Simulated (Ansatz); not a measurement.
Here is an Ansatz 0.2.0 calculation.

The input input.yaml:

```yaml
crystal:
  lattice:
    - [3.02557, 0.0, 0.0]
    - [0.0, 3.02557, 0.0]
    - [0.0, 0.0, 9.30163]
  atoms:
    - { symbol: Ti, position: [0.0, 0.0, 0.0] }
    - { symbol: Te, position: [0.0, 0.0, 0.29431] }
    - { symbol: Te, position: [0.0, 0.0, 0.70569] }
hamiltonian:
  xc: revpbe
  pseudopotentials: { kind: paw }
  dispersion: d3bj
kpoints:
  mp_grid: { grid: [9, 9, 3] }
scf:
  occupations: { method: fermi_dirac, width: 0.05 }
output:
  forces: true
  stress: true
  eigenvalues: true
  write_density: true
  write_potential: true
  elf: true
  volumetric_format: npy
relax:
  f_tol: 0.01
  max_steps: 40
  cell: { stress_tol: 0.05 }
```

Potentials or basis: Ansatz PAW.

The run is started by

```bash
$ ansatz run input.yaml --threads 2 --pin off --max-ram 5632MiB --backend cpu --events-out ev --progress --plain --runs-dir out
```

(1) Predict the relaxed volume.

(2) Estimate the band gap on the k mesh.

(3) Estimate the space group after relaxing (to 0.05 Å).

Answers

(1) 27.60 Å³/atom.

(2) none (metal or under the smearing width).

(3) P4/mmm (No. 123).

Caveat: the PAW data sets come from PBE, with cores solved anew for the run's functional, which leaves a small shift of forces and pressure.
